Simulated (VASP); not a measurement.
**Cd: relaxation of cell and atoms with PBE**

The system is Cd.

```
CELL_PARAMETERS angstrom
-1.78432 1.78432 1.78432
1.78432 -1.78432 1.78432
1.78432 1.78432 -1.78432
ATOMIC_POSITIONS crystal
Cd 0.00000 0.00000 0.00000
```

This isn't the form of Cd at room conditions, which is hcp.

```
Program                : VASP 6.6.1
Task                   : relaxation of cell and atoms
Functional             : PBE
Potentials or basis    : VASP PAW PBE potentials, release 64 (Cd)
Cutoff                 : 600 eV
k mesh                 : 10 × 10 × 10
Occupations            : fermi-dirac, width 0.05 eV
Spin                   : no spin polarisation
Further INCAR settings : ALGO = Normal; EDIFF = 1e-06; IBRION = 2; EDIFFG = -0.02; NSW = 40; ISIF = 3
```

```
Relaxed volume                         : 23.53 Å³/atom
Relaxed cell                           : a = 3.127 Å, b = 3.127 Å, c = 3.127 Å, α = 109.47°, β = 109.47°, γ = 109.47°
Space group after relaxing (to 0.05 Å) : Im-3m (No. 229)
Energy gained by relaxing              : 3.2 meV/atom
Ionic steps                            : 3
Pressure after relaxing                : 0.0 GPa
Band gap on the k mesh                 : none (metal or under the smearing width)
```

Step by step:
```csv
step,energy change (eV),largest force (eV/Å),pressure (GPa),volume (Å³)
1,0.0000,0.0000,1.28,22.72
2,-0.0030,0.0000,0.30,23.33
3,-0.0032,0.0000,0.02,23.53
```

Final structure:
```cif
data_structure
_symmetry_space_group_name_H-M 'P 1'
_symmetry_Int_Tables_number 1
_cell_length_a 3.1268
_cell_length_b 3.1268
_cell_length_c 3.1268
_cell_angle_alpha 109.471
_cell_angle_beta 109.471
_cell_angle_gamma 109.471
_cell_volume 23.53
loop_
_atom_site_label
_atom_site_type_symbol
_atom_site_fract_x
_atom_site_fract_y
_atom_site_fract_z
_atom_site_occupancy
Cd1 Cd 0.00000 0.00000 0.00000 1
```

Levels at points of the mesh, in eV from the Fermi level:
```
           k point  band 2  band 3  band 4  band 5  band 6  band 7  band 8  band 9  band 10
(0.00, 0.00, 0.00)   -9.20   -9.20   -8.64   -8.64   -8.43   15.06   15.06   15.06    15.24
(0.50, 0.00, 0.00)   -9.48   -8.67   -8.62   -8.27   -1.98   -1.16    8.82    9.63    13.00
(0.50, 0.50, 0.50)   -9.61   -8.36   -8.36   -8.36    3.25    3.25    3.25    5.03     7.62
```

It took 25 s on 1 thread of Intel(R) Xeon(R) Platinum 8259CL CPU @ 2.50GHz (Skylake/Cascade Lake), with other jobs on the host, peak memory 0.17 GiB.
